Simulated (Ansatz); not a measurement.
Runs of Ansatz 0.2.0 on BAs. Symmetry: F-43m, No. 216, cubic system. Conventional cell: a = 4.777 Å, b = 4.777 Å, c = 4.777 Å, α = 90.00°, β = 90.00°, γ = 90.00°. Around As (site symmetry -43m) lie 4 B at 2.07 Å. B (site symmetry -43m) has 4 As at 2.07 Å as nearest neighbours. 

```csv
task,potentials or basis,cell,cutoff (eV),basis error allowed,gap on the mesh (eV),pressure (GPa)
band structure,all-electron PAW datasets made for the crystal,as given,260,-,1.09,-0.8
relaxation of cell and atoms,"all-electron LAPW, scalar-relativistic",relaxed,-,0.001 eV/atom,1.08,0.0
relaxation of cell and atoms,"all-electron LAPW, scalar-relativistic",relaxed to 5 GPa,-,0.001 eV/atom,1.05,5.0
relaxation of cell and atoms,"all-electron LAPW, scalar-relativistic",relaxed to 20 GPa,-,0.001 eV/atom,(b),20.0
relaxation of cell and atoms,"all-electron LAPW, scalar-relativistic",relaxed to 10 GPa,-,0.001 eV/atom,1.02,10.0
relaxation of cell and atoms,"all-electron LAPW, scalar-relativistic",relaxed to 30 GPa,-,0.001 eV/atom,0.92,30.0
band structure,"all-electron LAPW, inner shells corrected to Dirac's equation",as given,315,0.001 eV/atom,1.09,-0.8
band structure,"all-electron LAPW, non-relativistic",as given,315,0.001 eV/atom,1.11,(a)
band structure,"all-electron LAPW, scalar-relativistic",as given,315,0.001 eV/atom,1.09,-0.8
```

Alike in all rows: level PBEsol; no spin polarisation; k mesh 10 × 10 × 10; smearing fermi-dirac 0.05 eV.

Estimate the missing entries.

(a) -0.4; (b) 0.96.

Caveats: relativity is left out, which matters for the heavier elements (some runs).

A k mesh can miss the band edges, and the runs leave out spin-orbit coupling on As.

The runs don't all hold the same shells in valence.
